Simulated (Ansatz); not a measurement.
**B: what a guessed cell relaxes into**

Where does this trial cell of B go when cell and atoms are let free?

Method: DFT PBE, scalar-relativistic, plane waves, PAW, in Ansatz 0.2.0.

## (1) The system as given

Symmetry: Pmmm, No. 47, orthorhombic system. Conventional cell: a = 1.527 Å, b = 1.715 Å, c = 3.219 Å, α = 90.00°, β = 90.00°, γ = 90.00°. B (site symmetry mmm) is surrounded by 4 B at 1.53 to 1.72 Å.

Coordinates:

```cif
data_structure
_symmetry_space_group_name_H-M 'Pmmm'
_symmetry_Int_Tables_number 47
_cell_length_a 1.5268
_cell_length_b 1.7154
_cell_length_c 3.2189
_cell_angle_alpha 90.000
_cell_angle_beta 90.000
_cell_angle_gamma 90.000
_cell_volume 8.43
loop_
_atom_site_label
_atom_site_type_symbol
_atom_site_symmetry_multiplicity
_atom_site_Wyckoff_symbol
_atom_site_fract_x
_atom_site_fract_y
_atom_site_fract_z
_atom_site_occupancy
B1 B 1 h 0.50000 0.50000 0.50000 1
```

The cell is invented: random cell by space group and Wyckoff sites (Pmmm, No. 47). Lengths come from tabulated atomic sizes and are only a guess.

## (2) Probe: one point on a coarse mesh

Contents of input.yaml:

```yaml
crystal:
  lattice:
    - [1.52681407, 0.0, 0.0]
    - [0.0, 1.71538633, 0.0]
    - [0.0, 0.0, 3.21891839]
  atoms:
    - { symbol: B, position: [0.5, 0.5, 0.5] }
basis:
  ecutwfc: 420
kpoints:
  mp_grid: { grid: [10, 10, 6] }
hamiltonian:
  xc: pbe
scf:
  occupations: { method: gaussian, width: 0.1 }
  lower_state_search: "off"
output:
  forces: true
  stress: true
  eigenvalues: true
```

On the command line:

```sh
$ ansatz run input.yaml --threads 1 --pin off --max-ram 2560MiB --backend cpu --events-out ev --progress --plain --runs-dir out
```

Standard output:

```text
[... 28 lines left out ...]
SCF 1 converged in 6 iterations: F = -154.236303 eV  dr2 = 1.55e-8
SCF converged after 6 iterations
Free energy (F): -154.236303 eV
Harris-Foulkes:  -154.236303 eV  (|F-HF|=1.02e-8)
Internal energy: -154.234735 eV  (E = F + TS)
E sigma→0 (E₀):  -154.235519 eV
Entropy (-TS):   -0.001569 eV (-1.569 meV/atom)
Fermi energy:    7.674779 eV
--- Per-component energies (eV) ---
  E_band       = 1.786557
  E_kinetic    = 50.874083
  E_local      = -48.118591  (includes V_loc(G=0)·N_el)
  E_nonlocal   = 12.947717
  E_hartree    = 13.671907
  E_xc         = -32.349393
  E_vxc        = -38.360973  (∫ρ·V_xc dr)
  E_paw        = -78.839835  (= ΣΔE_a)
  E_vpaw       = -2.898667  (= ΣTr[D̂ρ^β])
  E_aug_tail   = -0.000003  (compensation charges beyond the density's cutoff)
  E_ewald      = -72.420620
  E_smearing   = -0.001569  (= −TS)
  E_closure    = 0.000000  (closes the sum)
  Σ components = -154.236303   (vs F -154.236303, Δ=0.00e0)
--- Forces (eV/Å), atoms counted from 1 ---
  atom   1  B     -0.00000000     0.00000000     0.00000000
  max |Σ_I F_I| component: 9.86e-32 eV/Å
--- Stress (GPa, compression-positive) ---
       39.934768       0.000000       0.000000
        0.000000      79.845843       0.000000
        0.000000       0.000000       0.429870
  P = ⅓ Tr σ = 40.0702 GPa (400.702 kbar)
--- Band table (eV; the first three rows and the last of 144) ---
  k-point 0: bands = ["-7.9787", "3.3855", "12.3938", "25.2721", "35.0672", "40.4183"]
  k-point 1: bands = ["-7.8029", "2.2946", "14.2801", "25.2911", "35.0797", "37.7952"]
  k-point 2: bands = ["-7.3971", "0.5906", "18.3363", "25.3300", "31.7822", "35.1043"]
  k-point 143: bands = ["6.7328", "9.9803", "20.6969", "21.1241", "25.9391", "30.0739"]
```

It took 0.41 s on 1 thread of Intel Xeon 6975P-C (Granite Rapids), shared host; peak memory 0.27 GiB.

The probe gives pressure 40.1 GPa, largest force 0.00 eV/Å, gap on this mesh none (metal). A cheap, loose relaxation comes first.

## (3) Rough relaxation on the coarse mesh

Edit input.yaml of step 2 so:

```diff
@@ -20 +20,6 @@
   eigenvalues: true
+relax:
+  adjacent_minimum: "off"
+  f_tol: 0.04
+  max_steps: 70
+  cell: { stress_tol: 0.4 }
```

On the command line:

```sh
$ ansatz run input.yaml --threads 1 --pin off --max-ram 2560MiB --backend cpu --events-out ev --progress --plain --runs-dir out
```

Standard output:

```text
Warning: RAYON_NUM_THREADS=1 ignored (pool sized by the plan → 1); use --threads N
Engine: ansatz 0.2.0, x86_64-unknown-linux-gnu
Pseudopotentials: kind: paw
Pseudopotential: B, paw, valence charge 3, recommended cutoff 420 eV (normal), B.paw.azcp
Functional definition: PBE
  parameter kappa = 0.804
  parameter beta = 0.06672455060314922
  exchange = pbe_x(kappa = kappa, mu = beta*pi^2/3)
  correlation = pbe_c(beta = beta)
Crystal: 1 atoms, lattice volume = 8.431 Å³
Basis set: ecut = 420 eV, 163 PW (Γ), exchange–correlation on 24×24×48 points (8 copies of the dense FFT grid, shifted against one another)
Bands: 6, of which v1, the nominal top of the filled ones, is band 2 counted from 1 (1 counted from 0)
Symmetry: 8 space group operations
Space group: Pmmm (ITA 47), of the structure as read, at distance tolerance 2.0e-5 Å
k-points: 144 of 600
Non-local potential: B, projectors of the file, l = 0: 2, l = 1: 2, l = 2: 1
PAW form: soft (Blöchl's): semilocal exchange-correlation on the pseudo side does not see the compensation charge
PAW one-centre angular grid: B, 110 points (default); XC on 64 Gauss nodes
Initial density: superposition of atomic densities (neutral atoms: chi_scale 0, normalization atom), corrected by the library's trained network
Initial wavefunctions: pseudopotential atomic-orbital guess
Functional: x = pbe(κ = 0.804, μ = 0.2195149727645171), c = pbe(β = 0.06672455060314922)
SCF iter   1: F=—  HF=-154.241424 eV  |F-HF|=—  |Δ(HF+E_count)|=         —  Δρ=2.02e-2  dr2=1.75e-2  ethr=1.77e-3  ⟨swp⟩=5.1  Hψ=7271  notcnv=0
preconditioner: auto → none  [metal: Δε(μ)=0.044 eV  Ē_g=22.330 eV  σ=0.100 eV  W_gap=0.24  n_scr=2 (ndim 8)  ℏωp=22.2 eV  f_vac=0.000  D(μ)=0.35/eV (n_scr^D=2)  sad-step TF]
SCF iter   2: F=—  HF=-154.237775 eV  |F-HF|=—  |Δ(HF+E_count)|=   3.65e-3  Δρ=1.10e-2  dr2=5.31e-3  ethr=5.85e-4  ⟨swp⟩=1.0  Hψ=2016  notcnv=0
SCF iter   3: F=—  HF=-154.236320 eV  |F-HF|=—  |Δ(HF+E_count)|=   1.45e-3  Δρ=8.01e-4  dr2=7.40e-5  ethr=1.77e-4  ⟨swp⟩=1.1  Hψ=824  notcnv=0
SCF iter   4: F=—  HF=-154.236302 eV  |F-HF|=—  |Δ(HF+E_count)|=   1.82e-5  Δρ=2.72e-4  dr2=3.57e-6  ethr=2.47e-6  ⟨swp⟩=1.5  Hψ=884  notcnv=0
SCF iter   5: F=—  HF=-154.236304 eV  |F-HF|=—  |Δ(HF+E_count)|=   1.37e-6  Δρ=7.50e-5  dr2=6.16e-7  ethr=1.19e-7  ⟨swp⟩=1.9  Hψ=970  notcnv=0
SCF iter   6: F=-154.236303 eV  HF=-154.236303 eV  |F-HF|=1.02e-8  |Δ(HF+E_count)|=   2.30e-7  Δρ=1.11e-5  dr2=1.55e-8  ethr=3.33e-9  ⟨swp⟩=4.4  Hψ=3975  notcnv=0
SCF 1 converged in 6 iterations: F = -154.236303 eV  dr2 = 1.55e-8
relax step   1: F+E_penalty+E_count = -154.23630341 eV  Δ(F+E_penalty+E_count) = +0.000e0 eV  max|allowed force component| = 0.000e0 eV/Å  Δτ_max = 0.0000 Å  P = +40.070 GPa  Ω = 8.431 Å³  (6 SCF iters, dr2 threshold 1.00e-7 eV, accepted)
Crystal: 1 atoms, lattice volume = 9.031 Å³
Basis set: ecut = 420 eV, 169 PW (Γ), exchange–correlation on 24×24×48 points (8 copies of the dense FFT grid, shifted against one another)
Initial density: handed on by an earlier stage of this run
Initial wavefunctions: those handed on with the density
iter 1 solved again at ethr=5.59e-4 eV; its pass at ethr=3.10e-3 eV (dr2=1.68e-2 eV) is discarded
SCF iter   1: F=—  HF=-154.461637 eV  |F-HF|=—  |Δ(HF+E_count)|=         —  Δρ=1.19e-2  dr2=1.65e-2  ethr=5.59e-4  ⟨swp⟩=1.0  Hψ=9226  notcnv=0
preconditioner: auto → none  [metal: Δε(μ)=0.068 eV  Ē_g=21.212 eV  σ=0.100 eV  W_gap=0.34  n_scr=2 (ndim 8)  ℏωp=21.4 eV  f_vac=0.000  D(μ)=0.27/eV (n_scr^D=2)]
SCF iter   2: F=—  HF=-154.455572 eV  |F-HF|=—  |Δ(HF+E_count)|=   6.06e-3  Δρ=4.55e-3  dr2=1.42e-3  ethr=5.48e-4  ⟨swp⟩=1.8  Hψ=1077  notcnv=0
SCF iter   3: F=—  HF=-154.455048 eV  |F-HF|=—  |Δ(HF+E_count)|=   5.24e-4  Δρ=8.26e-4  dr2=2.86e-5  ethr=4.74e-5  ⟨swp⟩=1.0  Hψ=871  notcnv=0
SCF iter   4: F=—  HF=-154.455043 eV  |F-HF|=—  |Δ(HF+E_count)|=   4.79e-6  Δρ=6.19e-5  dr2=1.68e-7  ethr=9.54e-7  ⟨swp⟩=1.5  Hψ=969  notcnv=0
SCF iter   5: F=-154.455043 eV  HF=-154.455043 eV  |F-HF|=3.17e-9  |Δ(HF+E_count)|=   2.44e-8  Δρ=6.00e-6  dr2=5.37e-9  ethr=3.33e-9  ⟨swp⟩=5.3  Hψ=4332  notcnv=0
SCF 2 converged in 5 iterations: F = -154.455043 eV  dr2 = 5.37e-9
relax step   2: F+E_penalty+E_count = -154.45504286 eV  Δ(F+E_penalty+E_count) = -2.187e-1 eV  max|allowed force component| = 0.000e0 eV/Å  Δτ_max = 0.0000 Å  P = +24.931 GPa  Ω = 9.031 Å³  energy of the carried Pulay correction = -1.175e-3 eV  (5 SCF iters, dr2 threshold 1.00e-7 eV, accepted)
Crystal: 1 atoms, lattice volume = 9.470 Å³
Basis set: ecut = 420 eV, 177 PW (Γ), exchange–correlation on 24×24×48 points (8 copies of the dense FFT grid, shifted against one another)
iter 1 solved again at ethr=8.67e-5 eV; its pass at ethr=3.10e-3 eV (dr2=2.60e-3 eV) is discarded
SCF iter   1: F=—  HF=-154.589061 eV  |F-HF|=—  |Δ(HF+E_count)|=         —  Δρ=6.55e-3  dr2=2.55e-3  ethr=8.67e-5  ⟨swp⟩=1.0  Hψ=9198  notcnv=0
preconditioner: auto → none  [metal: Δε(μ)=0.049 eV  Ē_g=20.593 eV  σ=0.100 eV  W_gap=0.26  n_scr=2 (ndim 8)  ℏωp=20.9 eV  f_vac=0.000  D(μ)=0.55/eV (n_scr^D=2)]
SCF iter   2: F=—  HF=-154.588425 eV  |F-HF|=—  |Δ(HF+E_count)|=   6.36e-4  Δρ=2.98e-3  dr2=4.33e-4  ethr=8.50e-5  ⟨swp⟩=1.0  Hψ=864  notcnv=0
SCF iter   3: F=—  HF=-154.588327 eV  |F-HF|=—  |Δ(HF+E_count)|=   9.82e-5  Δρ=2.05e-4  dr2=1.49e-6  ethr=1.44e-5  ⟨swp⟩=1.0  Hψ=864  notcnv=0
SCF iter   4: F=—  HF=-154.588331 eV  |F-HF|=—  |Δ(HF+E_count)|=   4.32e-6  Δρ=4.59e-5  dr2=8.61e-8  ethr=3.33e-9  ⟨swp⟩=5.8  Hψ=4564  notcnv=0
SCF iter   5: F=-154.588331 eV  HF=-154.588331 eV  |F-HF|=1.01e-10  |Δ(HF+E_count)|=   3.81e-8  Δρ=2.89e-6  dr2=4.30e-10  ethr=2.87e-9  ⟨swp⟩=2.0  Hψ=2579  notcnv=0
SCF 3 converged in 5 iterations: F = -154.588331 eV  dr2 = 4.30e-10
relax step   3: F+E_penalty+E_count = -154.58833098 eV  Δ(F+E_penalty+E_count) = -1.333e-1 eV  max|allowed force component| = 0.000e0 eV/Å  Δτ_max = 0.0000 Å  P = +18.096 GPa  Ω = 9.470 Å³  energy of the carried Pulay correction = -2.015e-3 eV  (5 SCF iters, dr2 threshold 1.00e-7 eV, accepted)
[... from here on, the SCF cycles and remarks between the steps are left out ...]
relax step   4: F+E_penalty+E_count = -154.67247611 eV  Δ(F+E_penalty+E_count) = -8.415e-2 eV  max|allowed force component| = 0.000e0 eV/Å  Δτ_max = 0.0000 Å  P = +7.912 GPa  Ω = 10.064 Å³  energy of the carried Pulay correction = -3.063e-3 eV  (5 SCF iters, dr2 threshold 1.00e-7 eV, accepted)
relax step   5: F+E_penalty+E_count = -154.70200983 eV  Δ(F+E_penalty+E_count) = -2.953e-2 eV  max|allowed force component| = 0.000e0 eV/Å  Δτ_max = 0.0000 Å  P = +1.235 GPa  Ω = 10.644 Å³  energy of the carried Pulay correction = -4.036e-3 eV  (5 SCF iters, dr2 threshold 1.00e-7 eV, accepted)
relax step   6: F+E_penalty+E_count = -154.70546423 eV  Δ(F+E_penalty+E_count) = -3.454e-3 eV  max|allowed force component| = 0.000e0 eV/Å  Δτ_max = 0.0000 Å  P = -1.234 GPa  Ω = 10.878 Å³  energy of the carried Pulay correction = -4.436e-3 eV  (4 SCF iters, dr2 threshold 1.00e-7 eV, accepted)
relax step   7: F+E_penalty+E_count = -154.70679721 eV  Δ(F+E_penalty+E_count) = -1.333e-3 eV  max|allowed force component| = 0.000e0 eV/Å  Δτ_max = 0.0000 Å  P = -0.487 GPa  Ω = 10.734 Å³  energy of the carried Pulay correction = -4.228e-3 eV  (4 SCF iters, dr2 threshold 1.00e-7 eV, accepted)
relax step   8: F+E_penalty+E_count = -154.70817203 eV  Δ(F+E_penalty+E_count) = -1.375e-3 eV  max|allowed force component| = 0.000e0 eV/Å  Δτ_max = 0.0000 Å  P = +0.081 GPa  Ω = 10.492 Å³  energy of the carried Pulay correction = -3.871e-3 eV  (4 SCF iters, dr2 threshold 1.00e-7 eV, accepted)
relax step   9: F+E_penalty+E_count = -154.71218894 eV  Δ(F+E_penalty+E_count) = -4.017e-3 eV  max|allowed force component| = 0.000e0 eV/Å  Δτ_max = 0.0000 Å  P = +0.589 GPa  Ω = 10.019 Å³  energy of the carried Pulay correction = -3.172e-3 eV  (5 SCF iters, dr2 threshold 1.00e-7 eV, accepted)
relax step  10: F+E_penalty+E_count = -154.72673511 eV  Δ(F+E_penalty+E_count) = -1.455e-2 eV  max|allowed force component| = 0.000e0 eV/Å  Δτ_max = 0.0000 Å  P = +0.929 GPa  Ω = 9.697 Å³  energy of the carried Pulay correction = -2.693e-3 eV  (5 SCF iters, dr2 threshold 1.00e-7 eV, accepted)
relax step  11: F+E_penalty+E_count = -154.76609769 eV  Δ(F+E_penalty+E_count) = -3.936e-2 eV  max|allowed force component| = 0.000e0 eV/Å  Δτ_max = 0.0000 Å  P = -0.338 GPa  Ω = 9.372 Å³  energy of the carried Pulay correction = -2.213e-3 eV  (5 SCF iters, dr2 threshold 1.00e-7 eV, accepted)
relax step  12: F+E_penalty+E_count = -154.79254162 eV  Δ(F+E_penalty+E_count) = -2.644e-2 eV  max|allowed force component| = 0.000e0 eV/Å  Δτ_max = 0.0000 Å  P = -1.437 GPa  Ω = 8.967 Å³  energy of the carried Pulay correction = -1.546e-3 eV  (5 SCF iters, dr2 threshold 1.00e-7 eV, accepted)
relax step  13: F+E_penalty+E_count = -154.82067437 eV  Δ(F+E_penalty+E_count) = -2.813e-2 eV  max|allowed force component| = 0.000e0 eV/Å  Δτ_max = 0.0000 Å  P = +5.443 GPa  Ω = 8.395 Å³  energy of the carried Pulay correction = -5.275e-4 eV  (5 SCF iters, dr2 threshold 1.00e-7 eV, accepted)
relax step  14: F+E_penalty+E_count = -154.83171931 eV  Δ(F+E_penalty+E_count) = -1.104e-2 eV  max|allowed force component| = 0.000e0 eV/Å  Δτ_max = 0.0000 Å  P = -0.965 GPa  Ω = 8.185 Å³  energy of the carried Pulay correction = -1.766e-4 eV  (5 SCF iters, dr2 threshold 1.00e-7 eV, accepted)
relax step  15: F+E_penalty+E_count = -154.84582802 eV  Δ(F+E_penalty+E_count) = -1.411e-2 eV  max|allowed force component| = 0.000e0 eV/Å  Δτ_max = 0.0000 Å  P = -1.103 GPa  Ω = 8.536 Å³  energy of the carried Pulay correction = -8.678e-4 eV  (5 SCF iters, dr2 threshold 1.00e-7 eV, accepted)
relax step  16: F+E_penalty+E_count = -154.84595086 eV  Δ(F+E_penalty+E_count) = -1.228e-4 eV  max|allowed force component| = 0.000e0 eV/Å  Δτ_max = 0.0000 Å  P = +3.049 GPa  Ω = 8.518 Å³  energy of the carried Pulay correction = -8.875e-4 eV  (5 SCF iters, dr2 threshold 1.00e-7 eV, accepted)
relax step  17: F+E_penalty+E_count = -154.84811251 eV  Δ(F+E_penalty+E_count) = -2.162e-3 eV  max|allowed force component| = 0.000e0 eV/Å  Δτ_max = 0.0000 Å  P = +0.267 GPa  Ω = 8.570 Å³  energy of the carried Pulay correction = -9.640e-4 eV  (4 SCF iters, dr2 threshold 1.00e-7 eV, accepted)
relax step  18: F+E_penalty+E_count = -154.84731509 eV  Δ(F+E_penalty+E_count) = +7.974e-4 eV  max|allowed force component| = 0.000e0 eV/Å  Δτ_max = 0.0000 Å  P = -1.261 GPa  Ω = 8.717 Å³  energy of the carried Pulay correction = -1.258e-3 eV  (4 SCF iters, dr2 threshold 1.00e-7 eV, rejected (line search))
relax step  19: F+E_penalty+E_count = -154.84810860 eV  Δ(F+E_penalty+E_count) = +3.910e-6 eV  max|allowed force component| = 0.000e0 eV/Å  Δτ_max = 0.0000 Å  P = -0.094 GPa  Ω = 8.613 Å³  energy of the carried Pulay correction = -1.053e-3 eV  (5 SCF iters, accepted)
relax step  20: F+E_penalty+E_count = -154.87234913 eV  Δ(F+E_penalty+E_count) = -2.424e-2 eV  max|allowed force component| = 0.000e0 eV/Å  Δτ_max = 0.0000 Å  P = +1.553 GPa  Ω = 8.613 Å³  stress off target by 3.94e0 GPa  SCF on the basis re-selected at this cell (its energy is not comparable with the rows above)  (5 SCF iters)
relax step  21: F+E_penalty+E_count = -154.87341155 eV  Δ(F+E_penalty+E_count) = -1.062e-3 eV  max|allowed force component| = 0.000e0 eV/Å  Δτ_max = 0.0000 Å  P = +0.091 GPa  Ω = 8.735 Å³  energy of the carried Pulay correction = -2.190e-4 eV  (4 SCF iters, dr2 threshold 1.00e-7 eV, accepted)
iter 1 solved again at ethr=5.48e-7 eV; its pass at ethr=3.10e-3 eV (dr2=1.64e-5 eV) is discarded
SCF iter   1: F=—  HF=-154.873625 eV  |F-HF|=—  |Δ(HF+E_count)|=         —  Δρ=4.55e-5  dr2=1.91e-8  ethr=5.48e-7  ⟨swp⟩=1.9  Hψ=9087  notcnv=0
eigensolver tolerance schedule: the retry pair's looser diagonalisation over-reported the residual by 859.84 of it (diagonalisation noise at 0.18 of the residual, at the tolerance the schedule requests for it); recorded, not acted on — ethr = c·dr2/N_el stays at c = 1.0e-1
preconditioner: auto → none  [insulator: Δε(μ)=0.133 eV  Ē_g=20.523 eV  σ=0.100 eV  W_gap=0.62  n_scr=0 (ndim 8)  ℏωp=21.8 eV  f_vac=0.000  D(μ)=0.17/eV (n_scr^D=0)  ε∞_Penn≈2.1]
SCF iter   2: F=—  HF=-154.873628 eV  |F-HF|=—  |Δ(HF+E_count)|=   3.03e-6  Δρ=2.35e-5  dr2=4.97e-9  ethr=6.36e-10  ⟨swp⟩=2.2  Hψ=1080  notcnv=0
SCF iter   3: F=-154.873628 eV  HF=-154.873628 eV  |F-HF|=2.84e-11  |Δ(HF+E_count)|=   5.64e-8  Δρ=6.50e-7  dr2=7.04e-12  ethr=2.13e-11  ⟨swp⟩=2.1  Hψ=2659  notcnv=0
SCF 22 converged in 3 iterations: F = -154.873628 eV  dr2 = 7.04e-12
relax step  22: F+E_penalty+E_count = -154.87362833 eV  Δ(F+E_penalty+E_count) = -2.168e-4 eV  max|allowed force component| = 0.000e0 eV/Å  Δτ_max = 0.0000 Å  P = +0.092 GPa  Ω = 8.735 Å³  stress off target by 1.48e-1 GPa  SCF on the basis re-selected at this cell (its energy is not comparable with the rows above)  (3 SCF iters)
basis re-selected at this cell: Δ(F+E_penalty+E_count) = -2.168e-4 eV, ΔP = +0.000 GPa vs the last step (what re-selecting the basis moved, of the pressure what is left beyond the Pulay correction that the steps carried, after the strain that the cell walked since its last selection, with what the two solves' SCF thresholds leave and, on support functions, any second-order correction that the steps lacked; it is no measure of the basis error at this ecutwfc). This SCF's stress stands 1.48e-1 GPa from its target on what of the cell is left free (relax.cell.stress_tol is 4.00e-1 GPa) and its largest allowed force component is 0.00e0 eV/Å (relax.f_tol is 4.00e-2 eV/Å): within both
SCF converged after 3 iterations
Free energy (F): -154.873628 eV
Harris-Foulkes:  -154.873628 eV  (|F-HF|=2.84e-11)
Internal energy: -154.872785 eV  (E = F + TS)
E sigma→0 (E₀):  -154.873206 eV
Entropy (-TS):   -0.000844 eV (-0.844 meV/atom)
Fermi energy:    7.557120 eV
--- Per-component energies (eV) ---
  E_band       = 4.716622
  E_kinetic    = 45.130543
  E_local      = -23.690954  (includes V_loc(G=0)·N_el)
  E_nonlocal   = 13.073200
  E_hartree    = 4.779655
  E_xc         = -31.022737
  E_vxc        = -36.651516  (∫ρ·V_xc dr)
  E_paw        = -78.613226  (= ΣΔE_a)
  E_vpaw       = -2.703962  (= ΣTr[D̂ρ^β])
  E_aug_tail   = -0.000002  (compensation charges beyond the density's cutoff)
  E_ewald      = -84.529264
  E_smearing   = -0.000844  (= −TS)
  E_closure    = 0.000000  (closes the sum)
  Σ components = -154.873628   (vs F -154.873628, Δ=0.00e0)
--- Forces (eV/Å), atoms counted from 1 ---
  atom   1  B      0.00000000     0.00000000     0.00000000
  max |Σ_I F_I| component: 0.00e0 eV/Å
--- Stress (GPa, compression-positive) ---
        0.147890       0.000000       0.000000
        0.000000       0.061737       0.000000
        0.000000       0.000000       0.065173
  P = ⅓ Tr σ = 0.0916 GPa (0.916 kbar)
--- Band table (eV; the first three rows and the last of 144) ---
  k-point 0: bands = ["-6.3335", "12.0042", "12.1362", "21.9219", "23.0357", "33.9430"]
  k-point 1: bands = ["-5.7195", "8.6102", "12.5238", "23.2448", "26.3793", "34.1197"]
  k-point 2: bands = ["-3.9048", "3.6382", "13.4179", "24.9501", "29.9886", "32.1094"]
  k-point 143: bands = ["5.4050", "14.2945", "14.3544", "21.2531", "22.8042", "22.8470"]
--- Relaxed structure (20 steps of the walk, 19 accepted, 2 SCFs on fresh bases) ---
  F+E_penalty+E_count = -154.87362833 eV   max|allowed force component| = 0.000e0 eV/Å   (the final SCF, on the basis selected at the relaxed cell)
  cell:  # Å, volume = 8.7346 Å³
    - [1.586461583763561, 0.0, 0.0]
    - [0.0, 2.341869272855859, 0.0]
    - [0.0, 0.0, 2.350998493634983]
  atoms:
    - { symbol: B, position: [0.5, 0.5, 0.5] }
```

Run time: 9.7 s. Hardware: 1 thread of Intel Xeon 6975P-C (Granite Rapids), shared host; peak memory 0.29 GiB.

Relaxation path:

```csv
step,energy from step 1 (eV/cell),largest force component (eV/Å),pressure (GPa),volume (Å³)
1,0.0000,0.0000,40.07,8.43
2,-0.2187,0.0000,24.93,9.03
3,-0.3520,0.0000,18.10,9.47
4,-0.4362,0.0000,7.91,10.06
5,-0.4657,0.0000,1.23,10.64
6,-0.4692,0.0000,-1.23,10.88
7,-0.4705,0.0000,-0.49,10.73
8,-0.4719,0.0000,0.08,10.49
9,-0.4759,0.0000,0.59,10.02
10,-0.4904,0.0000,0.93,9.70
11,-0.5298,0.0000,-0.34,9.37
12,-0.5562,0.0000,-1.44,8.97
13,-0.5844,0.0000,5.44,8.40
14,-0.5954,0.0000,-0.96,8.19
15,-0.6095,0.0000,-1.10,8.54
16,-0.6096,0.0000,3.05,8.52
17,-0.6118,0.0000,0.27,8.57
18,-0.6110,0.0000,-1.26,8.72
19,-0.6118,0.0000,-0.09,8.61
20,-0.6360,0.0000,1.55,8.61
21,-0.6371,0.0000,0.09,8.73
22,-0.6373,0.0000,0.09,8.73
```

Step 1 is the start. Steps 20, 22 each repeat the geometry before them on a plane-wave basis chosen anew, so the energy can jump there without any move. Step 18 was tried and not accepted.

|  | before | after | change |
| --- | --- | --- | --- |
| a (Å) | 1.527 | 1.586 | +3.9 % |
| b (Å) | 1.715 | 2.342 | +36.5 % |
| c (Å) | 3.219 | 2.351 | -27.0 % |
| volume (Å³/atom) | 8.43 | 8.73 | +3.6 % |
| shortest distance (Å) | 1.527 | 1.586 | +3.9 % |
| space group (0.01 Å) | Pmmm | P4/mmm | changed |

The run keeps the 8 symmetry operations of the start, so it could not have lowered the symmetry.

(Part 1 of 2 ends here.)
